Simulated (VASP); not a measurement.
**HfO₂ (distorted fluorite): one LDA single-point calculation in two programs**

```cif
data_structure
_symmetry_space_group_name_H-M 'P 1'
_symmetry_Int_Tables_number 1
_cell_length_a 3.5282
_cell_length_b 3.5771
_cell_length_c 3.6188
_cell_angle_alpha 57.534
_cell_angle_beta 59.289
_cell_angle_gamma 58.036
_cell_volume 31.01
loop_
_atom_site_label
_atom_site_type_symbol
_atom_site_fract_x
_atom_site_fract_y
_atom_site_fract_z
_atom_site_occupancy
Hf1 Hf 0.99760 0.00520 0.01320 1
O1 O 0.24650 0.24340 0.24690 1
O2 O 0.75450 0.72250 0.77780 1
```

The two codes use different PAW datasets and cutoffs. VASP's cell holds 22 valence electrons and Ansatz's 38. LDA means the Perdew–Zunger form with relativistic exchange in VASP and the Perdew–Wang form in Ansatz. Ansatz's stress includes a Pulay correction; VASP's doesn't.

Cutoffs: 520 eV in VASP, 420 eV in Ansatz. k meshes: 8×8×8 and 8×8×8.

```tsv
	VASP	Ansatz
gap between bands v and c on the k mesh	3.48 eV	3.45 eV
least direct gap on the k mesh	3.48 eV	3.45 eV
pressure	1.6 GPa	4.8 GPa
largest force	1.63 eV/Å	1.65 eV/Å
```

Forces (eV/Å), VASP:

```csv
atom,Fx,Fy,Fz
Hf,-0.535,0.249,-0.486
O,0.283,1.013,-0.522
O,0.252,-1.262,1.008
```

Ansatz:

```csv
atom,Fx,Fy,Fz
Hf,-0.535,0.248,-0.485
O,0.278,1.011,-0.544
O,0.257,-1.258,1.030
```
